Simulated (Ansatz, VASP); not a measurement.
**GaP: VASP beside Ansatz**

```
CELL_PARAMETERS angstrom
0.00000 2.71923 2.71923
2.71923 0.00000 2.71923
2.71923 2.71923 0.00000
ATOMIC_POSITIONS crystal
Ga 0.00000 0.00000 0.00000
P 0.75000 0.75000 0.75000
```

Alike in both runs: functional PBEsol; k mesh 8 × 8 × 8; no spin polarisation.

Ansatz relaxed the structure, and its values are those at the end. VASP's run is a single point on that final structure, the one shown.

|  | VASP | Ansatz |
| --- | --- | --- |
| version | VASP 6.6.1 | Ansatz 0.2.0 |
| potentials or method | VASP PAW PBE potentials, release 64 (Ga_d, P) | scalar-relativistic, plane waves, PAW |
| plane-wave cutoff (eV) | 520 | 420 |
| occupations | gaussian, width 0.01 eV | fixed |
| valence electrons in the cell | 18 | 18 |

```csv
,VASP,Ansatz,Ansatz less VASP
gap on the k mesh at the Fermi level (eV),1.50,1.50,-0.002
least direct gap on the mesh (eV),1.80,1.80,-0.007
pressure (GPa),0.0,0.0,-0.01
```

Caveats: the PAW data sets were made with another functional, which shifts forces and pressure a little (VASP). A k mesh can miss the band edges.
